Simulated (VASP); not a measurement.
Wanted: the native input for a VASP 6.6.1 run.

```
Task                               : band structure
Functional                         : HSE06
Potentials or basis                : VASP PAW PBE potentials, release 64 (Zn, O)
Cutoff                             : 520 eV
k mesh                             : 7 × 7 × 3
Occupations                        : gaussian, width 0.02 eV
Spin                               : no spin polarisation
Grid for exact exchange (PRECFOCK) : Fast
Screening parameter                : 0.2 1/A
Further INCAR settings             : ALGO = Normal; EDIFF = 1e-06; NBANDS = 26
```

Crystal: ZnO.

```xyz
4
Lattice="3.2795 0.0000 0.0000 -1.6397 2.8401 0.0000 0.0000 0.0000 5.2936" Properties=species:S:1:pos:R:3 pbc="T T T"
Zn    0.0000    1.8934    2.6466
Zn    1.6397    0.9467   -0.0002
O     1.6397    0.9467    2.0065
O     0.0000    1.8934    4.6533
```

One way to write it, as run:

POSCAR

```
ZnO
1.0
    3.2794790000      0.0000000000      0.0000000000
   -1.6397400000      2.8401120000      0.0000000000
    0.0000000000      0.0000000000      5.2936320000
Zn O
2 2
Direct
    0.3333333000      0.6666667000      0.4999662000
    0.6666667000      0.3333333000     -0.0000337800
    0.6666667000      0.3333333000      0.3790438000
    0.3333333000      0.6666667000      0.8790438000
```

INCAR.step1

```
SYSTEM = ZnO
  PREC = Accurate
  ENCUT = 520
  EDIFF = 1E-5
  ISMEAR = 0
  SIGMA = 0.02
  LREAL = .False.
  LASPH = .True.
  NELM = 60
  ALGO = Normal
  ISIF = 2
  LWAVE = .True.
  LCHARG = .False.
  NBANDS = 26
  GGA = PE
```

INCAR.step2

```
SYSTEM = ZnO
  PREC = Accurate
  ENCUT = 520
  EDIFF = 1E-6
  ISMEAR = 0
  SIGMA = 0.02
  LREAL = .False.
  LASPH = .True.
  NELM = 60
  ALGO = Normal
  ISIF = 2
  LWAVE = .False.
  LCHARG = .False.
  GGA = PE
  LHFCALC = .True.
  HFSCREEN = 0.2
  PRECFOCK = Fast
  NBANDS = 26
  ISTART = 1
```

KPOINTS

```
regular mesh
0
Gamma
  7 7 3
  0 0 0
```

KPOINTS_OPT

```
path GMKGALHA,LM,KH
12
line-mode
reciprocal
 0.0000000000  0.0000000000  0.0000000000  G
 0.5000000000  0.0000000000  0.0000000000  M

 0.5000000000  0.0000000000  0.0000000000  M
 0.3333333333  0.3333333333  0.0000000000  K

 0.3333333333  0.3333333333  0.0000000000  K
 0.0000000000  0.0000000000  0.0000000000  G

 0.0000000000  0.0000000000  0.0000000000  G
 0.0000000000  0.0000000000  0.5000000000  A

 0.0000000000  0.0000000000  0.5000000000  A
 0.5000000000  0.0000000000  0.5000000000  L

 0.5000000000  0.0000000000  0.5000000000  L
 0.3333333333  0.3333333333  0.5000000000  H

 0.3333333333  0.3333333333  0.5000000000  H
 0.0000000000  0.0000000000  0.5000000000  A

 0.5000000000  0.0000000000  0.5000000000  L
 0.5000000000  0.0000000000  0.0000000000  M

 0.3333333333  0.3333333333  0.0000000000  K
 0.3333333333  0.3333333333  0.5000000000  H
```

Potentials or basis: VASP PAW PBE potentials, release 64 (Zn, O).

Command:

```sh
$ cat potpaw_PBE.64/Zn/POTCAR potpaw_PBE.64/O/POTCAR > POTCAR
$ cp INCAR.step1 INCAR
$ mpirun -np 1 vasp_std > vasp.out
$ cp INCAR.step2 INCAR
$ mpirun -np 1 vasp_std > vasp.out
```

It gave:

| Property | Result |
| --- | --- |
| Pressure | -3.3 GPa |
| Largest force | 0.010 eV/Å |
| Band gap on the k mesh | 2.41 eV, direct |
| Band gap along the path | 2.41 eV, direct |

Caveat: the PAW data sets were made with another functional, which shifts forces and pressure a little.

Wall time 2.5 h on 1 thread of Intel(R) Xeon(R) Platinum 8488C (Sapphire Rapids), with other jobs on the host, peak memory 0.35 GiB.
